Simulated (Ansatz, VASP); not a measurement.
**Si in VASP and in Ansatz**

Contents of INCAR:

```
PREC = Accurate
ENCUT = 520
EDIFF = 1E-6
ISMEAR = -1
SIGMA = 0.05
LREAL = False
LASPH = True
NELM = 80
ALGO = Normal
ISIF = 2
LWAVE = False
LCHARG = False
GGA = CA
NBANDS = 11
```

File KPOINTS:

```
regular mesh
0
Gamma
  8 8 8
```

POSCAR

```
Si
1.0
    0.0000000000      2.7016643793      2.7016643793
    2.7016643793      0.0000000000      2.7016643793
    2.7016643793      2.7016643793      0.0000000000
Si
2
Direct
    0.5000000000      0.5000000000      0.5000000000
    0.7500000000      0.7500000000      0.7500000000
```

Input for Ansatz:

```yaml
crystal:
  lattice:
    - [0.0, 2.7016643793, 2.7016643793]
    - [2.7016643793, 0.0, 2.7016643793]
    - [2.7016643793, 2.7016643793, 0.0]
  atoms:
    - { symbol: Si, position: [0.5, 0.5, 0.5] }
    - { symbol: Si, position: [0.75, 0.75, 0.75] }
hamiltonian:
  xc: lda
  pseudopotentials:
    kind: paw
    azcp:
      Si: "pseudopotentials/Si.paw.azcp"
basis:
  ecutwfc: 420
  fft_grid_basis: typed
kpoints:
  mp_grid: { grid: [8, 8, 8], shift: [0, 0, 0] }
magnetization:
  spin_polarized: false
scf:
  occupations: { method: fermi_dirac, width: 0.05 }
  lower_state_search: "off"
output:
  stress: true
```

Alike in both runs: task single point; functional LDA; k mesh 8 × 8 × 8; occupations fermi-dirac, width 0.05 eV; no spin polarisation.

|  | VASP | Ansatz |
| --- | --- | --- |
| version | VASP 6.6.1 | Ansatz 0.2.0 |
| potentials or method | VASP PAW LDA potentials, release 64 (Si) | plane waves (420 eV) with PAW, scalar-relativistic |
| plane-wave cutoff (eV) | 520 | 420 |
| valence electrons in the cell | 8 | 8 |

```csv
,VASP,Ansatz,Ansatz less VASP
pressure (GPa),0.0,-0.1,-0.04
```

Ansatz warned: «pseudo_functional_mismatch».
